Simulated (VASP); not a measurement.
# Re: saddle point by the improved dimer method

Re, defect, 15 atoms in the cell. PBE, improved dimer method; PAW potentials Re (PBE set).

Path: a Re atom hops into a neighbouring Re vacancy; Length of the hop (Å): 2.74; Atoms free in the vibrations (from 0): 1, 3, 7, 9, 11.

## Input

INCAR.step1:
```
ALGO = Normal
EDIFF = 1E-7
EDIFFG = -0.005
ENCUT = 250
IBRION = 2
ISIF = 2
ISMEAR = 1
ISYM = 0
KPAR = 8
LASPH = True
LCHARG = False
LREAL = False
LWAVE = False
NELM = 100
NSW = 100
POTIM = 0.5
PREC = Accurate
SIGMA = 0.1
```

INCAR.step2, as INCAR.step1 but for:
```
- EDIFF = 1E-7
- EDIFFG = -0.005
+ EDIFF = 1E-6
+ EDIFFG = -0.02
```

INCAR.step3, as INCAR.step2 but for:
```
- IBRION = 2
- ISIF = 2
- NSW = 100
- POTIM = 0.5
+ IBRION = 44
+ NSW = 300
```

INCAR.step4, as INCAR.step3 but for:
```
- EDIFF = 1E-6
- EDIFFG = -0.02
- IBRION = 44
- NSW = 300
+ EDIFF = 1E-7
+ IBRION = 5
+ NFREE = 2
+ NSW = 1
+ POTIM = 0.015
```

KPOINTS:
```
k-points
0
Gamma
  4 4 2
```

POSCAR.step1:
```
Re
1.0
    5.5216000000      0.0000000000      0.0000000000
   -2.7608000000      4.7818458696      0.0000000000
    0.0000000000      0.0000000000      8.9164000000
Re
15
Direct
    0.3333333334      0.1666666666      0.8750000000
    0.3333333333      0.6666666666      0.3750000000
    0.3333333333      0.6666666666      0.8750000000
    0.8333333334      0.1666666666      0.3750000000
    0.8333333334      0.1666666666      0.8750000000
    0.8333333333      0.6666666666      0.3750000000
    0.8333333333      0.6666666666      0.8750000000
    0.1666666666      0.3333333334      0.1250000000
    0.1666666666      0.3333333334      0.6250000000
    0.1666666667      0.8333333334      0.1250000000
    0.1666666667      0.8333333334      0.6250000000
    0.6666666666      0.3333333334      0.1250000000
    0.6666666666      0.3333333334      0.6250000000
    0.6666666666      0.8333333334      0.1250000000
    0.6666666666      0.8333333334      0.6250000000
```

POSCAR.step2:
```
Re
1.0
    5.5216000000      0.0000000000      0.0000000000
   -2.7608000000      4.7818458696      0.0000000000
    0.0000000000      0.0000000000      8.9164000000
Re
15
Direct
    0.3333333334      0.1666666666      0.8750000000
    0.3333333333      0.6666666666      0.3750000000
    0.3333333333      0.6666666666      0.8750000000
    0.8333333334      0.1666666666      0.3750000000
    0.8333333334      0.1666666666      0.8750000000
    0.8333333333      0.6666666666      0.3750000000
    0.8333333333      0.6666666666      0.8750000000
    0.3333333334      0.1666666666      0.3750000000
    0.1666666666      0.3333333334      0.6250000000
    0.1666666667      0.8333333334      0.1250000000
    0.1666666667      0.8333333334      0.6250000000
    0.6666666666      0.3333333334      0.1250000000
    0.6666666666      0.3333333334      0.6250000000
    0.6666666666      0.8333333334      0.1250000000
    0.6666666666      0.8333333334      0.6250000000
```

POSCAR.step3:
```
Re                                      
1.0
    5.5216000000      0.0000000000      0.0000000000
   -2.7608000000      4.7818458696      0.0000000000
    0.0000000000      0.0000000000      8.9164000000
Re
15
Direct
    0.3282992149      0.1630603074      0.8683670426
    0.3170727291      0.6713000066      0.3673370009
    0.3190766370      0.6682016852      0.8657545353
    0.8393108819      0.1808697829      0.3670313495
    0.8284124430      0.1703281329      0.8653280431
    0.8311124952      0.6702579826      0.3664083808
    0.8303874193      0.6718004463      0.8665129910
    0.2514314159      0.2581212142      0.2406562095
    0.1630811417      0.3396481865      0.6201117333
    0.1672222232      0.8367649964      0.1178919888
    0.1580994831      0.8406444828      0.6174903388
    0.6645050248      0.3316748194      0.1171484634
    0.6500273803      0.3423517736      0.6133577379
    0.6516625797      0.8437921058      0.1178131287
    0.6577027462      0.8339058268      0.6170817442

   -0.0462335616      0.0266937676     -0.0495652824
   -0.0120591245      0.0220202514     -0.0656226810
   -0.0383680347      0.0068307409     -0.0495666601
   -0.0250984476     -0.0005652461     -0.0656238968
   -0.0250990399      0.0298122405     -0.0495673702
   -0.0592724703      0.0342200760     -0.0576909768
   -0.0329657602      0.0190315295     -0.0574966986
    0.4783517555     -0.2761749287      0.7893777431
   -0.0460754528      0.0266020909     -0.0486836176
   -0.0120377356      0.0222120329     -0.0665037210
   -0.0386268223      0.0068645841     -0.0486818563
   -0.0252564737     -0.0006820051     -0.0665061889
   -0.0252589899      0.0300198714     -0.0486819779
   -0.0592931560      0.0342326590     -0.0566488124
   -0.0327066864      0.0188823358     -0.0585380031
```

POSCAR.step4:
```
Re
1.0
    5.5216000000      0.0000000000      0.0000000000
   -2.7608000000      4.7818458696      0.0000000000
    0.0000000000      0.0000000000      8.9164000000
Re
15
Selective dynamics
Direct
    0.3184439624      0.1794840520      0.8953701564  F F F
    0.3161954730      0.7092423896      0.3768303390  T T T
    0.3347063954      0.6616555901      0.8576199258  F F F
    0.7899481254      0.1830498584      0.3768322354  T T T
    0.8360716270      0.1632944174      0.8571787282  F F F
    0.8231975943      0.6766915786      0.3624736875  F F F
    0.8364101994      0.6615836433      0.8652226947  F F F
    0.2442832937      0.2557681021      0.2415172505  T T T
    0.1685409528      0.3294833928      0.5884019066  F F F
    0.1720344244      0.8008801840      0.1070088434  T T T
    0.1522937689      0.8471189101      0.6266522639  F F F
    0.6982526484      0.3271956205      0.1070148357  T T T
    0.6506135861      0.3457567074      0.6261892559  F F F
    0.6657750267      0.8341298846      0.1214018061  F F F
    0.6506367374      0.8473874185      0.6185767586  F F F
```

POSCAR.step5:
```
Re
1.0
    5.5216000000      0.0000000000      0.0000000000
   -2.7608000000      4.7818458696      0.0000000000
    0.0000000000      0.0000000000      8.9164000000
Re
15
Selective dynamics
Direct
    0.3333331731      0.1666662550      0.8749999368  F F F
    0.3186252491      0.6593127570      0.3750000459  T T T
    0.3350166126      0.6675080863      0.8749999890  F F F
    0.8406870849      0.1813749353      0.3749999743  T T T
    0.8324917736      0.1649834774      0.8750000366  F F F
    0.8406877535      0.6593126792      0.3749999764  F F F
    0.8324917651      0.6675082773      0.8750000450  F F F
    0.1699086678      0.3300901564      0.1275797541  T T T
    0.1699089860      0.3300904201      0.6224203550  F F F
    0.1699094012      0.8398189340      0.1275793679  T T T
    0.1699097991      0.8398187602      0.6224206639  F F F
    0.6601814133      0.3300902985      0.1275794108  T T T
    0.6601814006      0.3300901822      0.6224206036  F F F
    0.6666670253      0.8333341975      0.1247270881  F F F
    0.6666665614      0.8333339170      0.6252727527  F F F
```

Commands (each step's output is kept before the next begins):
```
cat potpaw_PBE.64/Re/POTCAR > POTCAR
cp INCAR.step1 INCAR
cp POSCAR.step1 POSCAR
mpirun -np 8 vasp_std > vasp.out
cp INCAR.step2 INCAR
cp POSCAR.step2 POSCAR
mpirun -np 8 vasp_std > vasp.out
# the block under the positions in POSCAR is the starting axis: the straight line between the two relaxed ends
cp INCAR.step3 INCAR
cp POSCAR.step3 POSCAR
mpirun -np 8 vasp_std > vasp.out
# POSCAR: the saddle point
cp INCAR.step4 INCAR
cp POSCAR.step4 POSCAR
mpirun -np 8 vasp_std > vasp.out
# POSCAR: the relaxed minimum
cp POSCAR.step5 POSCAR
mpirun -np 8 vasp_std > vasp.out
```

## Result

- Barrier (eV): 0.770
- Barrier with zero-point energies (eV): 0.783
- Imaginary frequency (cm⁻¹): 35
- Imaginary modes at the saddle: 1
- Attempt frequency (THz): 0.2
- Force evaluations of the dimer: 60
- Largest force left (eV/Å): 0.0134
- Ionic steps, all stages: 139
- Electronic steps, all stages: 1856

Vibrations (cm⁻¹; a negative value is imaginary):

| Mode | Minimum | Saddle |
|---|---|---|
| 1 | 161 | 193 |
| 2 | 154 | 178 |
| 3 | 153 | 167 |
| 4 | 150 | 162 |
| 5 | 126 | 161 |
| 6 | 121 | 150 |
| 7 | 116 | 144 |
| 8 | 114 | 136 |
| 9 | 103 | 125 |
| 10 | 101 | 101 |
| 11 | 81 | 98 |
| 12 | 73 | 88 |
| 13 | 69 | 86 |
| 14 | 64 | 57 |
| 15 | 53 | -35 |

Harmonic rate, classical:

| Temperature (K) | Jumps per second |
|---|---|
| 300 | 0.024 |
| 600 | 7.2e+04 |
| 900 | 1e+07 |

The cell is Re (16 atoms) with one Re atom missing.

Limits: the cell holds 15 atoms, so the vacancy or interstitial meets its own images and the barrier isn't that of a lone defect; the attempt frequency counts the hopping atom and the four atoms nearest to it, while all others are held.

VASP 6.6.1 took 1962 s on 8 cores (Intel Xeon 6975P-C (Granite Rapids)), a shared host.
